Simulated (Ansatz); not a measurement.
**AgCl, response to strain**

Start from AgCl in the rock salt structure (space group Fm-3m, No. 225; a = 5.447 Å). Axes: x, y, z lie along the cube axes.

Strains are applied to the cell and any free atomic positions relax; under biaxial strain the out-of-plane vector relaxes too; under stress the whole cell relaxes.

Method: PBEsol (Ansatz, an electronic-structure program; PAW; 420 eV plane waves; no SOC).

Notes on the quantities. energy relative to the base: free energy F; pressure: mean of the normal stresses, compression positive.

| variant | band gap | volume per atom | energy relative to the base | space group | pressure |
|---|---|---|---|---|---|
| base | 0.72 eV | 20.21 Å³ | 0 meV/atom | Fm-3m (No. 225) | 0.00 GPa |
| biaxial strain +1.49 %, plane normal [001], relaxed out of plane | 0.63 eV | 20.46 Å³ | +1.7 meV/atom | I4/mmm (No. 139) | -0.57 GPa |
| biaxial strain −1.37 %, plane normal [111], relaxed out of plane | 0.68 eV | 20.11 Å³ | +0.6 meV/atom | R-3m (No. 166) | 0.23 GPa |
| isotropic strain +0.80 % | 0.73 eV | 20.70 Å³ | +2.0 meV/atom | Fm-3m (No. 225) | -1.27 GPa |
| isotropic strain +3.21 % | 0.75 eV | 22.22 Å³ | +29 meV/atom | Fm-3m (No. 225) | -4.17 GPa |
| uniaxial strain ε_zz = +0.98 % | 0.69 eV | 20.40 Å³ | +0.4 meV/atom | I4/mmm (No. 139) | -0.53 GPa |
| uniaxial stress, 5 GPa compression along z | 0.52 eV | 20.26 Å³ | +23 meV/atom | I4/mmm (No. 139) | – |
| tensor shear ε_xz = +1.95 % | 0.68 eV | 20.20 Å³ | +0.5 meV/atom | Immm (No. 71) | -0.01 GPa |
| tensor shear ε_yz = −1.31 % | 0.70 eV | 20.20 Å³ | +0.2 meV/atom | Immm (No. 71) | 0.00 GPa |
| uniaxial stress, 1 GPa tension along x | 0.61 eV | 20.38 Å³ | +1.8 meV/atom | I4/mmm (No. 139) | – |

Stability under load was not tested beyond the relaxation.
